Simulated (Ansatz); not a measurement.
# WC: a trial structure relaxed, part 2 of 2

The task: take a trial cell of WC to zero force and stress.

Ansatz 0.2.0; DFT PBE, scalar-relativistic, plane waves, PAW. Earlier steps stand in the parts before.

## Step 4: Full relaxation

The end of the coarse run is made exact in the group found at a tolerance of 0.06 Å and reduced to its primitive cell.

Contents of input.yaml:

```yaml
crystal:
  lattice:
    - [0.0, 2.3495211245, 2.3495211245]
    - [2.3495211245, 0.0, 2.3495211245]
    - [2.3495211245, 2.3495211245, 0.0]
  atoms:
    - { symbol: W, position: [0.25, 0.25, 0.25] }
    - { symbol: C, position: [0.0, 0.0, 0.0] }
basis:
  ecutwfc: 420
kpoints:
  mp_grid: { grid: [20, 20, 20] }
hamiltonian:
  xc: pbe
scf:
  occupations: { method: gaussian, width: 0.1 }
output:
  forces: true
  stress: true
  eigenvalues: true
  write_density: true
  write_potential: true
  elf: true
  volumetric_format: npy
relax:
  adjacent_minimum: "off"
  f_tol: 0.01
  max_steps: 80
  cell: { stress_tol: 0.05 }
```

Started as:

```sh
$ ansatz run input.yaml --threads 1 --pin off --max-ram 2048MiB --backend cpu --events-out ev --progress --plain --runs-dir out
```

What it wrote:

```text
Warning: RAYON_NUM_THREADS=1 ignored (pool sized by the plan → 1); use --threads N
Engine: ansatz 0.2.0, aarch64-unknown-linux-gnu
Pseudopotentials: kind: paw
Pseudopotential: W, paw, valence charge 14, recommended cutoff 420 eV (normal), W.paw.azcp
Pseudopotential: C, paw, valence charge 4, recommended cutoff 420 eV (normal), C.paw.azcp
Functional definition: PBE
  parameter kappa = 0.804
  parameter beta = 0.06672455060314922
  exchange = pbe_x(kappa = kappa, mu = beta*pi^2/3)
  correlation = pbe_c(beta = beta)
Crystal: 2 atoms, lattice volume = 25.940 Å³
Basis set: ecut = 420 eV, 531 PW (Γ), exchange–correlation on 48×48×48 points (8 copies of the dense FFT grid, shifted against one another)
Bands: 13, of which v1, the nominal top of the filled ones, is band 9 counted from 1 (8 counted from 0)
Symmetry: 24 space group operations
Space group: F-43m (ITA 216), of the structure as read, at distance tolerance 3.0e-5 Å
k-points: 256 of 8000 (time reversal used)
Non-local potential: W, projectors of the file, l = 0: 3, l = 1: 2, l = 2: 2, l = 3: 1
Non-local potential: C, projectors of the file, l = 0: 2, l = 1: 2, l = 2: 1
PAW form: soft (Blöchl's): semilocal exchange-correlation on the pseudo side does not see the compensation charge
PAW one-centre angular grid: W, 590 points (default); XC on 64 Gauss nodes
PAW one-centre angular grid: C, 110 points (default); XC on 64 Gauss nodes
Initial density: superposition of atomic densities (neutral atoms: chi_scale 0, normalization atom), corrected by the library's trained network
Initial wavefunctions: pseudopotential atomic-orbital guess
Functional: x = pbe(κ = 0.804, μ = 0.2195149727645171), c = pbe(β = 0.06672455060314922)
SCF iter   1: F=—  HF=-10634.703538 eV  |F-HF|=—  |Δ(HF+E_count)|=         —  Δρ=3.99e-3  dr2=2.49e-3  ethr=1.77e-3  ⟨swp⟩=5.2  Hψ=16548  notcnv=0
preconditioner: auto → none  [metal: Δε(μ)=0.006 eV  Ē_g=9.027 eV  σ=0.100 eV  W_gap=0.03  n_scr=8 (ndim 8)  ℏωp=23.1 eV  f_vac=0.000  D(μ)=1.15/eV (n_scr^D=14)  sad-step TF]
SCF iter   2: F=—  HF=-10634.704469 eV  |F-HF|=—  |Δ(HF+E_count)|=   9.31e-4  Δρ=2.45e-3  dr2=1.18e-3  ethr=1.38e-5  ⟨swp⟩=1.7  Hψ=5987  notcnv=0
SCF iter   3: F=—  HF=-10634.704573 eV  |F-HF|=—  |Δ(HF+E_count)|=   1.05e-4  Δρ=2.78e-4  dr2=1.05e-5  ethr=6.58e-6  ⟨swp⟩=2.0  Hψ=4443  notcnv=0
SCF iter   4: F=—  HF=-10634.704577 eV  |F-HF|=—  |Δ(HF+E_count)|=   3.49e-6  Δρ=5.66e-5  dr2=4.13e-7  ethr=5.85e-8  ⟨swp⟩=2.0  Hψ=4666  notcnv=0
iter 5 did not close the SCF: its close was put off for the readings that it lacked (scf_convergence_deferred on its scf_iter line)
SCF iter   5: F=-10634.704577 eV  HF=-10634.704577 eV  |F-HF|=9.70e-9  |Δ(HF+E_count)|=   1.97e-7  Δρ=1.02e-5  dr2=1.31e-8  ethr=2.29e-9  ⟨swp⟩=2.4  Hψ=5011  notcnv=0
SCF iter   6: F=-10634.704577 eV  HF=-10634.704577 eV  |F-HF|=2.51e-10  |Δ(HF+E_count)|=   1.33e-8  Δρ=1.24e-6  dr2=1.76e-10  ethr=7.26e-11  ⟨swp⟩=6.0  Hψ=18573  notcnv=0
SCF 1 converged in 6 iterations: F = -10634.704577 eV  dr2 = 1.76e-10
relax step   1: F+E_penalty+E_count = -10634.70457696 eV  Δ(F+E_penalty+E_count) = +0.000e0 eV  max|allowed force component| = 3.516e-16 eV/Å  Δτ_max = 0.0000 Å  P = -0.077 GPa  Ω = 25.940 Å³  (6 SCF iters, dr2 threshold 1.00e-7 eV, accepted)
Crystal: 2 atoms, lattice volume = 25.931 Å³
Initial density: handed on by an earlier stage of this run
Initial wavefunctions: those handed on with the density
iter 1 solved again at ethr=1.20e-8 eV; its pass at ethr=3.10e-3 eV (dr2=2.16e-6 eV) is discarded
SCF iter   1: F=—  HF=-10634.704592 eV  |F-HF|=—  |Δ(HF+E_count)|=         —  Δρ=7.81e-5  dr2=2.03e-6  ethr=1.20e-8  ⟨swp⟩=2.0  Hψ=19726  notcnv=0
preconditioner: auto → none  [metal: Δε(μ)=0.001 eV  Ē_g=9.021 eV  σ=0.100 eV  W_gap=0.00  n_scr=8 (ndim 8)  ℏωp=23.1 eV  f_vac=0.000  D(μ)=1.15/eV (n_scr^D=14)]
SCF iter   2: F=—  HF=-10634.704592 eV  |F-HF|=—  |Δ(HF+E_count)|=   3.29e-7  Δρ=2.36e-5  dr2=1.86e-7  ethr=1.13e-8  ⟨swp⟩=2.0  Hψ=4130  notcnv=0
iter 3 did not close the SCF: its close was put off for the readings that it lacked (scf_convergence_deferred on its scf_iter line)
SCF iter   3: F=-10634.704592 eV  HF=-10634.704592 eV  |F-HF|=1.54e-9  |Δ(HF+E_count)|=   4.64e-8  Δρ=4.07e-6  dr2=3.59e-9  ethr=1.03e-9  ⟨swp⟩=2.0  Hψ=4149  notcnv=0
iter 4 did not close the SCF: its close was put off for the readings that it lacked (scf_convergence_deferred on its scf_iter line)
SCF iter   4: F=-10634.704592 eV  HF=-10634.704592 eV  |F-HF|=2.36e-11  |Δ(HF+E_count)|=  2.42e-10  Δρ=8.04e-7  dr2=8.60e-11  ethr=1.99e-11  ⟨swp⟩=2.1  Hψ=4508  notcnv=0
iter 5 did not close the SCF: its close was put off for the readings that it lacked (scf_convergence_deferred on its scf_iter line)
SCF iter   5: F=-10634.704592 eV  HF=-10634.704592 eV  |F-HF|=7.28e-12  |Δ(HF+E_count)|=  4.55e-11  Δρ=8.09e-8  dr2=6.60e-13  ethr=1.00e-12  ⟨swp⟩=2.3  Hψ=4577  notcnv=0
SCF iter   6: F=-10634.704592 eV  HF=-10634.704592 eV  |F-HF|=0.00e0  |Δ(HF+E_count)|=  3.64e-12  Δρ=1.33e-8  dr2=4.29e-14  ethr=1.00e-12  ⟨swp⟩=4.0  Hψ=13320  notcnv=0
SCF 2 converged in 6 iterations: F = -10634.704592 eV  dr2 = 4.29e-14
relax step   2: F+E_penalty+E_count = -10634.70459245 eV  Δ(F+E_penalty+E_count) = -1.549e-5 eV  max|allowed force component| = 3.840e-16 eV/Å  Δτ_max = 0.0000 Å  P = +0.015 GPa  Ω = 25.931 Å³  energy of the carried Pulay correction = +1.376e-5 eV  (6 SCF iters, accepted)
Initial wavefunctions: pseudopotential atomic-orbital guess (no wavefunctions were taken with the density)
iter 1 solved again at ethr=3.17e-8 eV; its pass at ethr=3.10e-3 eV (dr2=5.70e-6 eV) is discarded
SCF iter   1: F=—  HF=-10634.704566 eV  |F-HF|=—  |Δ(HF+E_count)|=         —  Δρ=2.78e-6  dr2=4.05e-10  ethr=3.17e-8  ⟨swp⟩=3.5  Hψ=26375  notcnv=0
eigensolver tolerance schedule: the retry pair's looser diagonalisation over-reported the residual by 14071.09 of it (diagonalisation noise at 0.17 of the residual, at the tolerance the schedule requests for it); recorded, not acted on — ethr = c·dr2/N_el stays at c = 1.0e-1
SCF iter   2: F=—  HF=-10634.704568 eV  |F-HF|=—  |Δ(HF+E_count)|=   1.25e-6  Δρ=1.34e-6  dr2=6.33e-11  ethr=2.25e-12  ⟨swp⟩=3.7  Hψ=7661  notcnv=0
iter 3 did not close the SCF: its close was put off for the readings that it lacked (scf_convergence_deferred on its scf_iter line)
SCF iter   3: F=-10634.704568 eV  HF=-10634.704568 eV  |F-HF|=1.64e-11  |Δ(HF+E_count)|=  1.27e-10  Δρ=3.80e-7  dr2=4.59e-12  ethr=1.00e-12  ⟨swp⟩=1.0  Hψ=3328  notcnv=0
iter 4 did not close the SCF: its close was put off for the readings that it lacked (scf_convergence_deferred on its scf_iter line)
SCF iter   4: F=-10634.704568 eV  HF=-10634.704568 eV  |F-HF|=3.64e-12  |Δ(HF+E_count)|=  9.09e-12  Δρ=2.31e-8  dr2=7.67e-14  ethr=1.00e-12  ⟨swp⟩=1.0  Hψ=3328  notcnv=0
iter 5 did not close the SCF: its close was put off for the readings that it lacked (scf_convergence_deferred on its scf_iter line)
SCF iter   5: F=-10634.704568 eV  HF=-10634.704568 eV  |F-HF|=5.46e-12  |Δ(HF+E_count)|=    0.00e0  Δρ=3.54e-9  dr2=3.58e-15  ethr=1.00e-12  ⟨swp⟩=1.0  Hψ=3328  notcnv=0
iter 6 did not close the SCF: its close was put off for the readings that it lacked (scf_convergence_deferred on its scf_iter line)
SCF iter   6: F=-10634.704568 eV  HF=-10634.704568 eV  |F-HF|=0.00e0  |Δ(HF+E_count)|=  5.46e-12  Δρ=1.30e-9  dr2=2.84e-16  ethr=1.00e-12  ⟨swp⟩=1.0  Hψ=3328  notcnv=0
SCF iter   7: F=-10634.704568 eV  HF=-10634.704568 eV  |F-HF|=3.64e-12  |Δ(HF+E_count)|=  1.82e-12  Δρ=4.55e-10  dr2=4.39e-17  ethr=1.00e-12  ⟨swp⟩=2.1  Hψ=8703  notcnv=0
SCF 3 converged in 7 iterations: F = -10634.704568 eV  dr2 = 4.39e-17
relax step   3: F+E_penalty+E_count = -10634.70456753 eV  Δ(F+E_penalty+E_count) = +2.492e-5 eV  max|allowed force component| = 4.626e-16 eV/Å  Δτ_max = 0.0000 Å  P = +0.015 GPa  Ω = 25.931 Å³  stress off target by 1.46e-2 GPa  SCF on the basis re-selected at this cell (its energy is not comparable with the rows above)  (7 SCF iters)
basis re-selected at this cell: Δ(F+E_penalty+E_count) = +2.492e-5 eV, ΔP = -0.001 GPa vs the last step (what re-selecting the basis moved, of the pressure what is left beyond the Pulay correction that the steps carried, after the strain that the cell walked since its last selection, with what the two solves' SCF thresholds leave and, on support functions, any second-order correction that the steps lacked; it is no measure of the basis error at this ecutwfc). This SCF's stress stands 1.46e-2 GPa from its target on what of the cell is left free (relax.cell.stress_tol is 5.00e-2 GPa) and its largest allowed force component is 4.63e-16 eV/Å (relax.f_tol is 1.00e-2 eV/Å): within both
SCF converged after 7 iterations
Free energy (F): -10634.704568 eV
Harris-Foulkes:  -10634.704568 eV  (|F-HF|=3.64e-12)
Internal energy: -10634.698829 eV  (E = F + TS)
E sigma→0 (E₀):  -10634.701698 eV
Entropy (-TS):   -0.005738 eV (-2.869 meV/atom)
Fermi energy:    16.489100 eV
--- Per-component energies (eV) ---
  E_band       = -142.350491
  E_kinetic    = 538.010081
  E_local      = -916.167311  (includes V_loc(G=0)·N_el)
  E_nonlocal   = 27.976610
  E_hartree    = 318.142676
  E_xc         = -314.122308
  E_vxc        = -297.152729  (∫ρ·V_xc dr)
  E_paw        = -8661.459701  (= ΣΔE_a)
  E_vpaw       = -131.302421  (= ΣTr[D̂ρ^β])
  E_aug_tail   = -0.000073  (compensation charges beyond the density's cutoff)
  E_ewald      = -1627.078803
  E_smearing   = -0.005738  (= −TS)
  E_closure    = 0.000000  (closes the sum)
  Σ components = -10634.704568   (vs F -10634.704568, Δ=0.00e0)
--- Forces (eV/Å), atoms counted from 1 ---
  atom   1  W      0.00000000     0.00000000     0.00000000
  atom   2  C     -0.00000000    -0.00000000    -0.00000000
  max |Σ_I F_I| component: 1.11e-16 eV/Å
--- Stress (GPa, compression-positive) ---
        0.014634      -0.000000      -0.000000
       -0.000000       0.014634      -0.000000
       -0.000000      -0.000000       0.014634
  P = ⅓ Tr σ = 0.0146 GPa (0.146 kbar)
--- Band table (eV; the first three rows and the last of 256) ---
  k-point 0: bands = ["-58.1955", "-22.3656", "-22.3656", "-22.3656", "2.7687", "10.8620", "10.8620", "10.8620", "16.4499", "16.4499", "19.1574", "24.0418", "24.0418"]
  k-point 1: bands = ["-58.1952", "-22.3733", "-22.3667", "-22.3667", "2.8165", "10.8181", "10.8877", "10.8877", "16.4214", "16.4214", "19.2778", "23.9530", "24.0810"]
  k-point 2: bands = ["-58.1942", "-22.3955", "-22.3700", "-22.3700", "2.9557", "10.7025", "10.9613", "10.9613", "16.3496", "16.3496", "19.6110", "23.7135", "24.1670"]
  k-point 255: bands = ["-58.1766", "-22.5926", "-22.5500", "-22.4837", "5.4274", "10.5619", "11.7743", "13.4189", "14.4649", "16.6191", "18.1672", "20.1179", "22.0238"]
--- Relaxed structure (2 steps of the walk, 2 accepted, 1 SCFs on fresh bases) ---
  F+E_penalty+E_count = -10634.70456753 eV   max|allowed force component| = 4.626e-16 eV/Å   (the final SCF, on the basis selected at the relaxed cell)
  cell:  # Å, volume = 25.9309 Å³
    - [1.019074406579118e-34, 2.349248974992581, 2.349248974992581]
    - [2.349248974992581, 1.4267041692107651e-33, 2.349248974992581]
    - [2.349248974992581, 2.349248974992581, 1.936241372500324e-33]
  atoms:
    - { symbol: W, position: [0.25, 0.25, 0.25] }
    - { symbol: C, position: [-3.0056095498705807e-34, 4.7816515566122875e-34, 3.961939861193037e-34] }
```

Wall time 33 s (1 thread of Arm Neoverse V1, shared host); peak memory 0.41 GiB.

The steps of the relaxation:

| step | energy from step 1 (eV/cell) | largest force component (eV/Å) | pressure (GPa) | volume (Å³) |
| --- | --- | --- | --- | --- |
| 1 | 0.0000 | 0.0000 | -0.08 | 25.94 |
| 2 | 0.0000 | 0.0000 | 0.02 | 25.93 |
| 3 | 0.0000 | 0.0000 | 0.01 | 25.93 |

Step 1 is the start. Step 3 repeats the geometry before it on a plane-wave basis chosen anew for that cell, so its energy need not be comparable with the rows above.

Lengths and angles in the start's conventional setting:

|  | before | after | change |
| --- | --- | --- | --- |
| a (Å) | 4.699 | 4.698 | 0.0 % |
| b (Å) | 4.699 | 4.698 | 0.0 % |
| c (Å) | 4.699 | 4.698 | 0.0 % |
| volume (Å³/atom) | 12.97 | 12.97 | 0.0 % |
| shortest distance (Å) | 2.035 | 2.035 | 0.0 % |
| space group (0.01 Å) | F-43m | F-43m | same |

Forces and stress were held to the start's 24 operations: a distortion of lower symmetry was not tested.

Axes a, b and c in the maps are those of this run's conventional cell (a, b, c = 4.698, 4.698, 4.698 Å).

Density in a lattice plane of the grid's cell (edges 4.70 and 4.70 Å, at 0.000 of the third edge), which holds C.

Values in e/Å³, 12 rows by 12 columns:
```
1.66 1.33 0.64 0.31 0.19 0.14 0.13 0.14 0.19 0.31 0.64 1.33
0.78 0.64 0.42 0.29 0.22 0.19 0.18 0.19 0.22 0.29 0.42 0.64
0.32 0.31 0.29 0.29 0.29 0.31 0.32 0.31 0.29 0.29 0.29 0.31
0.18 0.19 0.22 0.29 0.42 0.64 0.78 0.64 0.42 0.29 0.22 0.19
0.14 0.14 0.19 0.31 0.64 1.33 1.66 1.33 0.64 0.31 0.19 0.14
0.13 0.14 0.18 0.32 0.78 1.66 1.72 1.66 0.78 0.32 0.18 0.13
0.13 0.14 0.19 0.31 0.64 1.33 1.66 1.33 0.64 0.31 0.19 0.14
0.18 0.19 0.22 0.29 0.42 0.64 0.78 0.64 0.42 0.29 0.22 0.19
0.32 0.31 0.29 0.29 0.29 0.31 0.32 0.31 0.29 0.29 0.29 0.31
0.78 0.64 0.42 0.29 0.22 0.19 0.18 0.19 0.22 0.29 0.42 0.64
1.66 1.33 0.64 0.31 0.19 0.14 0.14 0.14 0.19 0.31 0.64 1.33
1.72 1.66 0.78 0.32 0.18 0.13 0.13 0.14 0.18 0.32 0.78 1.66
```
Columns run along the first of these edges and rows up along the second, over one cell in 12 and 12 even steps from the bottom left corner. Atoms in the plane (fractional): C at (0.00, 0.00), C at (0.50, 0.50).

ELF in the same plane.

Values, 12 rows by 12 columns:
```
0.50 0.72 0.71 0.39 0.24 0.26 0.31 0.26 0.24 0.39 0.71 0.73
0.77 0.71 0.40 0.17 0.15 0.24 0.34 0.24 0.15 0.17 0.41 0.71
0.55 0.39 0.17 0.13 0.17 0.39 0.55 0.39 0.17 0.13 0.17 0.39
0.34 0.24 0.15 0.17 0.40 0.71 0.77 0.71 0.40 0.17 0.15 0.24
0.31 0.26 0.24 0.39 0.71 0.72 0.50 0.73 0.71 0.39 0.24 0.26
0.33 0.31 0.34 0.55 0.77 0.50 0.01 0.50 0.77 0.55 0.34 0.31
0.31 0.26 0.24 0.39 0.71 0.73 0.50 0.72 0.71 0.39 0.24 0.26
0.34 0.24 0.15 0.17 0.41 0.71 0.77 0.71 0.40 0.17 0.15 0.24
0.55 0.39 0.17 0.13 0.17 0.39 0.55 0.39 0.17 0.13 0.17 0.39
0.77 0.71 0.40 0.17 0.15 0.24 0.34 0.24 0.15 0.17 0.40 0.71
0.50 0.73 0.71 0.39 0.24 0.26 0.31 0.26 0.24 0.39 0.71 0.72
0.01 0.50 0.77 0.55 0.34 0.31 0.33 0.31 0.34 0.55 0.77 0.50
```
Columns run along the first of these edges and rows up along the second, over one cell in 12 and 12 even steps from the bottom left corner. Atoms in the plane (fractional): C at (0.00, 0.00), C at (0.50, 0.50).

Both are smooth fields of the valence electrons: close to the nuclei they are not physical.

The highest ELF values outside the cores: 0.79 in the shell around C, 0.7 Å from C.

## Step 5: Variant: mp_grid.grid [10, 10, 10], eigensolver.kind davidson

Contents of input.yaml:

```yaml
crystal:
  lattice:
    - [0.0, 2.349248975, 2.349248975]
    - [2.349248975, 0.0, 2.349248975]
    - [2.349248975, 2.349248975, 0.0]
  atoms:
    - { symbol: W, position: [0.25, 0.25, 0.25] }
    - { symbol: C, position: [0.0, 0.0, 0.0] }
basis:
  ecutwfc: 420
kpoints:
  mp_grid: { grid: [10, 10, 10] }
hamiltonian:
  xc: pbe
scf:
  occupations: { method: gaussian, width: 0.1 }
  eigensolver: { kind: davidson }
output:
  forces: true
  eigenvalues: true
  stress: true
```

Started as:

```sh
$ ansatz run input.yaml --threads 1 --pin off --max-ram 2048MiB --backend cpu --events-out ev --progress --plain --runs-dir out
```

What it wrote (excerpt; [...] marks lines left out):

```text
Warning: RAYON_NUM_THREADS=1 ignored (pool sized by the plan → 1); use --threads N
[...]
Pseudopotentials: kind: paw
Pseudopotential: W, paw, valence charge 14, recommended cutoff 420 eV (normal), W.paw.azcp
Pseudopotential: C, paw, valence charge 4, recommended cutoff 420 eV (normal), C.paw.azcp
Functional definition: PBE
[...]
Crystal: 2 atoms, lattice volume = 25.931 Å³
Basis set: ecut = 420 eV, 531 PW (Γ), exchange–correlation on 48×48×48 points (8 copies of the dense FFT grid, shifted against one another)
Bands: 13, of which v1, the nominal top of the filled ones, is band 9 counted from 1 (8 counted from 0)
Symmetry: 24 space group operations
Space group: F-43m (ITA 216), of the structure as read, at distance tolerance 3.0e-5 Å
k-points: 47 of 1000 (time reversal used)
[...]
the search or the solves at the SCF's close seem to have found levels that the self-consistency loop had missed (the run counts 1). By its estimate they hold under 1e-12 electrons; where the run keeps them, the occupations were computed again with them
[...]
SCF converged after 6 iterations
Free energy (F): -10634.713726 eV
[...]
E sigma→0 (E₀):  -10634.711636 eV
Entropy (-TS):   -0.004181 eV (-2.091 meV/atom)
Fermi energy:    16.514894 eV
[...]
--- Forces (eV/Å), atoms counted from 1 ---
  atom   1  W     -0.00000000     0.00000000    -0.00000000
  atom   2  C      0.00000000    -0.00000000    -0.00000000
[...]
--- Stress (GPa, compression-positive) ---
       -0.072537       0.000000      -0.000000
        0.000000      -0.072537      -0.000000
       -0.000000      -0.000000      -0.072537
  P = ⅓ Tr σ = -0.0725 GPa (-0.725 kbar)
--- Band table (eV; the first three rows and the last of 47) ---
  k-point 0: bands = ["-58.1954", "-22.3654", "-22.3654", "-22.3654", "2.7682", "10.8615", "10.8615", "10.8615", "16.4501", "16.4501", "19.1571", "24.0415", "24.0415"]
[...]
```

Run time: 2.4 s. Hardware: 1 thread of Arm Neoverse V1, shared host; peak memory 0.27 GiB.

```
    run     ending  energy change  pressure (GPa)  gap (eV)  force (eV/Å)  cycles   time
 step 4  converged              0             0.0      0.00          0.00       -   33 s
variant  converged  -4.6 meV/atom            -0.1      0.00          0.00       6  2.4 s
```

Changing the k-point mesh and solver moves the energy by -4.6 meV/atom. Sampling errors of the energy have no fixed sign. Of the settings changed, the mesh is the one that moves energies this far. These settings are too coarse to quote as the system's properties.

## Step 6: Outcome

What follows sums up all 2 parts. Changes of volume or cell count from the first structure of part 1.

```
                              quantity                                                                      value
symmetry at the end (tolerance 0.05 Å)                                                space group F-43m (No. 216)
                     conventional cell  a = 4.698 Å, b = 4.698 Å, c = 4.698 Å, α = 90.00°, β = 90.00°, γ = 90.00°
                                volume                                                              12.97 Å³/atom
              energy over the elements                                                              +0.53 eV/atom
                       gap on the mesh                                                               none (metal)
```

What this shows: The space group F-43m (No. 216) is kept, and the volume per atom shrinks by 14.3 % from the first guess. With a positive formation energy it can't be a ground state. No finished test with a distortion of lower symmetry is shown, so the end may be a saddle point. Spin-orbit coupling is left out for W.
